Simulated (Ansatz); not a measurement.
# CoO (Fm-3m): which electronic and magnetic state is lowest

An exercise on one series of results from a longer session: the logs are not shown, and one member is left open.

Method: DFT PBE+U (U_eff = 3.3 eV on Co 3d), scalar-relativistic, plane waves, PAW, in Ansatz 0.2.0.

1 further run of the same task is left out (set aside as unsound or not needed).

## Starting point

It takes space group Fm-3m (No. 225, cubic). Conventional cell: a = 4.263 Å, b = 4.263 Å, c = 4.263 Å, α = 90.00°, β = 90.00°, γ = 90.00°. Around Co (site symmetry m-3m) lie 6 O at 2.13 Å. O (site symmetry m-3m) has 6 Co at 2.13 Å as nearest neighbours.

Coordinates:

```
CELL_PARAMETERS angstrom
0.00000 2.13150 2.13150
2.13150 0.00000 2.13150
2.13150 2.13150 0.00000
ATOMIC_POSITIONS crystal
Co 0.00000 0.00000 0.00000
O 0.50000 0.50000 0.50000
```

The cell is the deposited one, not relaxed. An earlier run on this cell at PBE+U (U_eff = 3.3 eV on Co 3d) gave 8.17 GPa at 9.684 Å³/atom (10×10×10 mesh), mesh gap 1.24 eV, moments in the atoms' spheres Co 2.60; O 0.23 μB. The cell is compressed at this level.

Set-up of the first run:

File input.yaml:

```yaml
crystal:
  lattice:
    - [0.0, 2.1315016559, 2.1315016559]
    - [2.1315016559, 0.0, 2.1315016559]
    - [2.1315016559, 2.1315016559, 0.0]
  atoms:
    - { symbol: Co, position: [0.0, 0.0, 0.0] }
    - { symbol: O, position: [0.5, 0.5, 0.5] }
basis:
  ecutwfc: 420
  ecutrho_ratio: 4
kpoints:
  mp_grid: { grid: [10, 10, 10] }
hamiltonian:
  xc: pbe
  hubbard: { sites: [{ species: Co, l: d, u_eff: 3.3 }] }
scf:
  occupations: { method: gaussian, width: 0.05 }
output:
  forces: true
  stress: true
  eigenvalues: true
  populations: true
  hubbard: { sites: [{ species: Co, l: d }] }
```

Command:

```bash
> ansatz run input.yaml --threads 4 --pin off --max-ram 9216MiB --backend cpu --events-out ev --progress --plain --runs-dir out
```

Steps of the session up to this table: No spin polarisation; Seeding on a coarse mesh: antiferromagnetic, doubled cell, propagation vector (0, 0, 1/2); Antiferromagnetic, doubled cell, propagation vector (0, 0, 1/2); Seeding on a coarse mesh: antiferromagnetic, doubled cell, propagation vector (0, 1/2, 1/2); Antiferromagnetic, doubled cell, propagation vector (0, 1/2, 1/2); Seeding on a coarse mesh: small parallel starting moments; Small parallel starting moments.

One table of the session follows, with a row left open; its other results are not shown here.

It belongs to the step «The magnetic starts side by side». 

```
                                                            start  from the base state (meV/atom)  gap (eV)
                                                    ferromagnetic                             0.0      1.24
                                             no spin polarisation                           761.5     metal
  antiferromagnetic, doubled cell, propagation vector (0, 0, 1/2)                               ?         ?
antiferromagnetic, doubled cell, propagation vector (0, 1/2, 1/2)                             8.2      1.39
                                  small parallel starting moments                             0.0      1.24
```

Q: Estimate the row for antiferromagnetic, doubled cell, propagation vector (0, 0, 1/2) from the others.

As computed: from the base state (meV/atom): -49.2; gap (eV): 2.30. In the column «from the base state (meV/atom)» it is the lowest.

Propagation vectors are in units of the typed cell's reciprocal vectors.

To keep in mind: Warnings in the runs' records: stability check not made, filled band counts differ across k points.
